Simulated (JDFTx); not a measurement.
Ti:

```xyz
2
Lattice="2.9500 0.0000 0.0000 -1.4750 2.5548 0.0000 0.0000 0.0000 4.6800" Properties=species:S:1:pos:R:3 pbc="T T T"
Ti    1.4750    0.8516    3.5100
Ti    0.0000    1.7032    1.1700
```

| Quantity | Value |
| --- | --- |
| Program | JDFTx 1.7.0 (patched build) |
| Task | relaxation of cell and atoms |
| Functional | PBE |
| Potentials or basis | Ansatz-NC-SR-PBE with smoothed tails |
| Cutoff | 1170 eV |
| Density cutoff | 9361 eV |
| k mesh | 5 × 5 × 3 |
| Occupations | fermi-dirac, width 0.05 eV |
| Spin | no spin polarisation |

At the start: pressure -1.7 GPa; volume 17.64 Å³/atom.

How do energy, volume and symmetry change on relaxing?

Over 7 steps the energy falls by 2.6 meV/atom and the volume is 17.36 Å³/atom (-1.5 %); space group P6_3/mmc (No. 194, to 0.05 Å).

Step by step:
```tsv
step	energy change (eV)	largest force (eV/Å)	pressure (GPa)	volume (Å³)
1	0.0000	0.0000	-1.66	35.27
2	-0.0013	0.0000	-1.33	35.16
3	-0.0041	0.0000	0.08	34.71
4	-0.0047	0.0000	-0.02	34.74
5	-0.0053	0.0000	0.01	34.73
6	-0.0053	0.0000	-0.03	34.74
7	-0.0053	0.0000	0.00	34.73
```

Final structure:
```cif
data_structure
_symmetry_space_group_name_H-M 'P 1'
_symmetry_Int_Tables_number 1
_cell_length_a 2.9536
_cell_length_b 2.9536
_cell_length_c 4.5967
_cell_angle_alpha 90.000
_cell_angle_beta 90.000
_cell_angle_gamma 120.000
_cell_volume 34.73
loop_
_atom_site_label
_atom_site_type_symbol
_atom_site_fract_x
_atom_site_fract_y
_atom_site_fract_z
_atom_site_occupancy
Ti1 Ti 0.66667 0.33333 0.75000 1
Ti2 Ti 0.33333 0.66667 0.25000 1
```

Caveat: the k mesh is coarse (spacing up to 0.49 Å⁻¹), so the values aren't converged.
